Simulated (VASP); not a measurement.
# GaP (F-43m) in VASP: notebook

Aim: see how the results for GaP move with the level of theory and the settings. Levels: LDA, HSEsol, r2SCAN-EpsX. Tasks: G0W0 quasiparticle levels, band structure.

Program: VASP 6.6.1. These are calculated values, not measurements. Logs are shortened: lines on timing, memory, paths and dates and some standing lists are left out, and cuts for length are marked.

### 1 The structure

Symmetry: F-43m, No. 216, cubic system. Conventional cell: a = 5.451 Å, b = 5.451 Å, c = 5.451 Å, α = 90.00°, β = 90.00°, γ = 90.00°. Around Ga (site symmetry -43m) lie 4 P at 2.36 Å. P (site symmetry -43m) has 4 Ga at 2.36 Å as nearest neighbours.

### 2 G0W0 quasiparticle levels, LDA

Contents of POSCAR:

```
GaP
1.0
    0.0000000000      2.7252500000      2.7252500000
    2.7252500000      0.0000000000      2.7252500000
    2.7252500000      2.7252500000      0.0000000000
Ga P
1 1
Direct
    0.0000000000      0.0000000000      0.0000000000
    0.7500000000      0.7500000000      0.7500000000
```

Contents of INCAR.step1:

```
ALGO = Normal ; EDIFF = 1E-8
ENCUT = 500 ; ISMEAR = 0
KPAR = 4 ; LASPH = True
LCHARG = False ; LREAL = False
LWAVE = True ; NELM = 100
PREC = Accurate ; SIGMA = 0.01
```

Contents of INCAR.step2:

```
ALGO = Exact ; EDIFF = 1E-8
ENCUT = 500 ; ISMEAR = 0
ISTART = 1 ; KPAR = 4
LASPH = True ; LCHARG = False
LOPTICS = True ; LREAL = False
LWAVE = True ; NBANDS = 269
NELM = 1 ; PREC = Accurate
SIGMA = 0.01
```

Contents of INCAR.step3:

```
ALGO = EVGW0 ; EDIFF = 1E-8
ENCUT = 500 ; ENCUTGW = 200
ISMEAR = 0 ; ISTART = 1
KPAR = 4 ; LASPH = True
LCHARG = False ; LREAL = False
LWAVE = False ; NBANDS = 269
NBANDSGW = 17 ; NELMGW = 1
NOMEGA = 50 ; PREC = Accurate
PRECFOCK = Fast ; SIGMA = 0.01
```

Contents of KPOINTS:

```
k-points
0
Gamma
  4 4 4
```

Potentials or basis: VASP PAW LDA potentials, release 64 (Ga_d_GW, P_GW).

Started as:

```sh
> cat potpaw_LDA.64/Ga_d_GW/POTCAR potpaw_LDA.64/P_GW/POTCAR > POTCAR
> cp INCAR.step1 INCAR
> mpirun -np 4 vasp_std > vasp.out
> cp INCAR.step2 INCAR
> mpirun -np 4 vasp_std > vasp.out
> cp INCAR.step3 INCAR
> mpirun -np 4 vasp_std > vasp.out
```

OUTCAR:

```text
EDIFF = 1E-8
   ENCUT = 500
   ENCUTGW = 200
   ISMEAR = 0
   ISTART = 1
   LASPH = True
   LREAL = False
   NELMGW = 1
   PREC = Accurate
   PRECFOCK = Fast

 ion  position               nearest neighbor table
   1  0.000  0.000  0.000-   2 2.36   2 2.36   2 2.36   2 2.36
   2  0.750  0.750  0.750-   1 2.36   1 2.36   1 2.36   1 2.36

  LATTYP: Found a face centered cubic cell.
 ALAT       =     5.4505000000

  Lattice vectors:

 A1 = (   0.0000000000,   2.7252500000,   2.7252500000)
 A2 = (   2.7252500000,   0.0000000000,   2.7252500000)
 A3 = (   2.7252500000,   2.7252500000,   0.0000000000)

Analysis of symmetry for initial positions (statically):
=====================================================================
 Subroutine PRICEL returns:
 Original cell was already a primitive cell.

 Routine SETGRP: Setting up the symmetry group for a
 face centered cubic supercell.

 Subroutine GETGRP returns: Found 24 space group operations
 (whereof 24 operations were pure point group operations)
 out of a pool of 48 trial point group operations.

The static configuration has the point symmetry T_d .

Analysis of symmetry for dynamics (positions and initial velocities):
=====================================================================
 Subroutine PRICEL returns:
 Original cell was already a primitive cell.

 Routine SETGRP: Setting up the symmetry group for a
 face centered cubic supercell.

 Subroutine GETGRP returns: Found 24 space group operations
 (whereof 24 operations were pure point group operations)
 out of a pool of 48 trial point group operations.

The dynamic configuration has the point symmetry T_d .

 Subroutine INISYM returns: Found 24 space group operations
 (whereof 24 operations are pure point group operations),
 and found     1 'primitive' translations

----------------------------------------------------------------------------------------

                                     Primitive cell

  volume of cell :      40.4808

  direct lattice vectors                    reciprocal lattice vectors
     0.000000000  2.725250000  2.725250000    -0.183469406  0.183469406  0.183469406
     2.725250000  0.000000000  2.725250000     0.183469406 -0.183469406  0.183469406
     2.725250000  2.725250000  0.000000000     0.183469406  0.183469406 -0.183469406

  length of vectors
     3.854085511  3.854085511  3.854085511     0.317778334  0.317778334  0.317778334

  position of ions in fractional coordinates (direct lattice)
     0.000000000  0.000000000  0.000000000
     0.750000000  0.750000000  0.750000000

  ion indices of the primitive-cell ions
   primitive index   ion index
                 1           1
                 2           2

----------------------------------------------------------------------------------------

 KPOINTS: k-points

Automatic generation of k-mesh.
 Grid dimensions read from file:
 generate k-points for:    4    4    4

 Generating k-lattice:

  Cartesian coordinates                     Fractional coordinates (reciprocal lattice)
    -0.045867352  0.045867352  0.045867352     0.250000000  0.000000000  0.000000000
     0.045867352 -0.045867352  0.045867352     0.000000000  0.250000000  0.000000000
     0.045867352  0.045867352 -0.045867352     0.000000000  0.000000000  0.250000000

  Length of vectors
     0.079444583  0.079444583  0.079444583

  Shift w.r.t. Gamma in fractional coordinates (k-lattice)
     0.000000000  0.000000000  0.000000000

 Subroutine IBZKPT returns following result:
 ===========================================

 Found      8 irreducible k-points:

 Following reciprocal coordinates:
            Coordinates               Weight
  0.000000  0.000000  0.000000      1.000000
  0.250000  0.000000  0.000000      8.000000
  0.500000  0.000000  0.000000      4.000000
  0.250000  0.250000  0.000000      6.000000
  0.500000  0.250000  0.000000     24.000000
 -0.250000  0.250000  0.000000     12.000000
  0.500000  0.500000  0.000000      3.000000
 -0.250000  0.500000  0.250000      6.000000
   k-points           NKPTS =      8   k-points in BZ     NKDIM =     64   number of bands    NBANDS=    269
   number of dos      NEDOS =    301   number of ions     NIONS =      2
   total plane-waves  NPLWV =  21952
   dimension x,y,z NGX =    28 NGY =   28 NGZ =   28
   dimension x,y,z NGXF=    56 NGYF=   56 NGZF=   56
   ions per type =               1   1
   NGX,Y,Z   is equivalent  to a cutoff of  12.08, 12.08, 12.08 a.u.
   NGXF,Y,Z  is equivalent  to a cutoff of  24.16, 24.16, 24.16 a.u.
 SYSTEM =  unknown system
   PREC   = accura    normal or accurate (medium, high low for compatibility)
   ISTART =      1    job   : 0-new  1-cont  2-samecut
   ICHARG =      0    charge: 1-file 2-atom 10-const
   ISPIN  =      1    spin polarized calculation?
   LNONCOLLINEAR =      F non collinear calculations
   LSORBIT =      F    spin-orbit coupling
   LASPH  =      T    aspherical Exc in radial PAW
   ENCUT  =  500.0 eV  36.75 Ry    6.06 a.u.   7.03  7.03  7.03*2*pi/ulx,y,z
   NELM   =     60;   NELMIN=  2; NELMDL=  0     # of ELM steps
   EDIFF  = 0.1E-07   stopping-criterion for ELM
   LREAL  =      F    real-space projection
   EDIFFG = 0.1E-06   stopping-criterion for IOM
   NSW    =      0    number of steps for IOM
   IBRION =     -1    ionic relax: 0-MD 1-quasi-New 2-CG
   NFREE  =      0    steps in history (QN), initial steepest desc. (CG)
   ISIF   =      0    stress and relaxation
   ISYM   =      3    0-nonsym 1-usesym 2-fastsym
   POTIM  = 0.5000    time-step for ionic-motion
   TEBEG  =    0.0;   TEEND  =   0.0 temperature during run
   PSTRESS=    0.0 pullay stress
   NELECT =      18.0000    total number of electrons
   NUPDOWN=      -1.0000    fix difference up-down
   EMIN   =  10.00;   EMAX   =-10.00  energy-range for DOS
   EFERMI =   0.00;   METHOD = LEGACY
   ISMEAR =     0;   SIGMA  =   0.01  broadening in eV -4-tet -1-fermi 0-gaus
   EFERMI_NEDOS =   21; number of points for ismear=-14 and -15
   IALGO  =     38    algorithm
   IMIX   =      4    mixing-type and parameters
     AMIX     =   0.40;   BMIX     =  1.00
     AMIX_MAG =   1.60;   BMIX_MAG =  1.00
  volume/ion in A,a.u.               =      20.24       136.59
  Fermi-wavevector in a.u.,A,eV,Ry     =   1.249538  2.361284 21.243377  1.561344
  Thomas-Fermi vector in A             =   2.383574
   LORBIT       =      0    0 simple, 1 ext, 2 COOP (PROOUT), +10 PAW based schemes
   GGA     = CA    functional components
   LHFCALC =     T    Hartree Fock is set to
   PRECFOCK=fast      Normal, Fast or Accurate (Low or Medium for compatibility)
   ENCUT4O =  -1.0   cutoff for four orbital integrals eV
   NKREDX  =     1    reduce k-point grid by
   NKREDY  =     1    reduce k-point grid by
   NKREDZ  =     1    reduce k-point grid by
   AEXX    =    1.0000 exact exchange contribution
   HFSCREEN=    0.0000 screening length (either q_TF or 0.3 A-1)
   HFSCREENC=   0.0000 screening length for correlation (either q_TF or 0.3 A-1)
   ENCUTFOCK=  -1.0 apply spherical cutoff to Coloumb kernel
   IVDW    =     0    specifies the selected vdW correction
   LEPSILON=     F    determine dielectric tensor
   LRPA    =     F    only Hartree local field effects (RPA)
   LRPAFORCE           =     F    calculate RPA forces
   ENCUTGW             = 200.0    cutoff for response function in eV
   ENCUTGWSOFT         = 160.0    soft cutoff for Coulomb kernel in GW response function in eV
   ENCUTLF             =  -1.0    cutoff for local field effects
   NELMGW              =     1    number of iterations in solving QP/BSE equation
   NELMHF              =     1    number of iterations in the inner HF iteration
   NKREDLFX            =     1    NKREDLFY  =   1   NKREDLFZ  =   1
 non-spin polarized calculation
 Gauss-broadening in eV      SIGMA  =   0.01
  energy-cutoff  :      500.00
  volume of cell :       40.48
 maximum number of plane-waves:      1056
  NGX = 16; NGY = 16; NGZ = 16
   NGX = 13   NGY = 13   NGZ = 13
 maximum number of plane-waves:       268

 QP shifts <psi_nk| G(iteration)W_0 |psi_nk>: iteration 1
 for sc-GW calculations column KS-energies equals QP-energies in previous step
 and V_xc(KS)=  KS-energies - (<T + V_ion + V_H > + <T+V_H+V_ion>^1  + <V_x>^1)

 k-point   1 :       0.0000    0.0000    0.0000
  band No.  KS-energies  QP-energies   sigma(KS)   V_xc(KS)     V^pw_x(r,r')   Z            occupation Imag(sigma)

      1     -10.5427     -12.5804     -24.8290     -21.8385     -34.9793       0.6814       2.0000       0.2017
      2     -10.5427     -12.5804     -24.8290     -21.8385     -34.9793       0.6814       2.0000       0.2017
      3     -10.5427     -12.5804     -24.8290     -21.8385     -34.9793       0.6814       2.0000       0.2017
      4     -10.4464     -12.5125     -24.9809     -21.9565     -35.1079       0.6831       2.0000       0.1714
      5     -10.4464     -12.5125     -24.9809     -21.9565     -35.1079       0.6831       2.0000       0.1714
      6      -8.3085      -8.7445     -12.2248     -11.5455     -18.6277       0.6418       2.0000       0.9791
[... 9 lines left out ...]
     16      13.9130      14.2211     -10.6144     -11.0273      -4.9804       0.7461       0.0000      -0.2766
     17      16.4285      16.5351      -8.5093      -8.6499      -2.4477       0.7580       0.0000      -0.5938

 k-point   2 :       0.2500    0.0000    0.0000
  band No.  KS-energies  QP-energies   sigma(KS)   V_xc(KS)     V^pw_x(r,r')   Z            occupation Imag(sigma)

      1     -10.5820     -12.5805     -24.5834     -21.6423     -34.6911       0.6795       2.0000       0.2193
      2     -10.5286     -12.5705     -24.8580     -21.8647     -35.0122       0.6822       2.0000       0.2003
      3     -10.5286     -12.5705     -24.8580     -21.8647     -35.0122       0.6822       2.0000       0.2003
      4     -10.4456     -12.5162     -24.9811     -21.9583     -35.1123       0.6850       2.0000       0.1716
      5     -10.4456     -12.5162     -24.9811     -21.9583     -35.1123       0.6850       2.0000       0.1716
      6      -7.5310      -8.0118     -12.5989     -11.8802     -18.7777       0.6691       2.0000       0.9105
[... 9 lines left out ...]
     16      13.8400      13.9966      -8.2064      -8.4128      -2.4949       0.7583       0.0000      -0.3376
     17      17.0195      17.2716      -9.2627      -9.6012      -2.9755       0.7448       0.0000      -0.5481

 k-point   3 :       0.5000    0.0000    0.0000
  band No.  KS-energies  QP-energies   sigma(KS)   V_xc(KS)     V^pw_x(r,r')   Z            occupation Imag(sigma)
[... 85 lines left out ...]
      1     -10.6520     -12.6090     -24.3888     -21.4907     -34.4739       0.6753       2.0000       0.2342
      2     -10.4821     -12.5237     -24.8605     -21.8550     -34.9690       0.6793       2.0000       0.1776
      3     -10.4794     -12.5489     -24.9702     -21.9655     -35.1453       0.6888       2.0000       0.1961
      4     -10.4794     -12.5489     -24.9702     -21.9655     -35.1453       0.6888       2.0000       0.1961
      5     -10.4255     -12.5078     -25.0159     -21.9959     -35.1628       0.6895       2.0000       0.1698
      6      -5.2938      -5.8118     -13.5037     -12.7519     -19.0221       0.6890       2.0000       0.6527
[... 9 lines left out ...]
     16      17.0055      17.2753     -10.9900     -11.3472      -4.6163       0.7552       0.0000      -0.5721
     17      17.0055      17.2753     -10.9900     -11.3472      -4.6163       0.7552       0.0000      -0.5721

 k-point   8 :      -0.2500    0.5000    0.2500
  band No.  KS-energies  QP-energies   sigma(KS)   V_xc(KS)     V^pw_x(r,r')   Z            occupation Imag(sigma)

      1     -10.6323     -12.5869     -24.4039     -21.5098     -34.4963       0.6754       2.0000       0.2357
      2     -10.5062     -12.5629     -24.9132     -21.9104     -35.0728       0.6849       2.0000       0.1946
      3     -10.4848     -12.5426     -24.9295     -21.9288     -35.0918       0.6858       2.0000       0.1944
      4     -10.4619     -12.5182     -24.9462     -21.9306     -35.0770       0.6819       2.0000       0.1746
      5     -10.4383     -12.5081     -24.9847     -21.9663     -35.1225       0.6857       2.0000       0.1708
      6      -5.1979      -5.7335     -13.6933     -12.9236     -19.2157       0.6958       2.0000       0.6383
[... 9 lines left out ...]
     16      17.7760      18.1415     -10.9635     -11.4602      -4.0301       0.7359       0.0000      -0.6637
     17      17.8612      18.1020     -10.2640     -10.5839      -3.7097       0.7529       0.0000      -0.6561
```

It took 100 s on 4 MPI ranks of Intel Xeon Platinum 8488C (Sapphire Rapids), shared host; peak memory 0.55 GiB.

What came out:

```yaml
Band_gap_on_the_k_mesh_mean-field_level: 1.46 eV, indirect (least direct gap 1.62 eV)
Quasiparticle_gap: 2.13 eV
Least_direct_quasiparticle_gap: 2.61 eV
```

Caveat: the k mesh is coarse (spacing up to 0.50 Å⁻¹), so the values aren't converged; bands, screening cutoff and mesh are small and nothing is extrapolated, so the quasiparticle values aren't converged. A k mesh can miss the band edges.

(Part 1 of 2 ends here.)
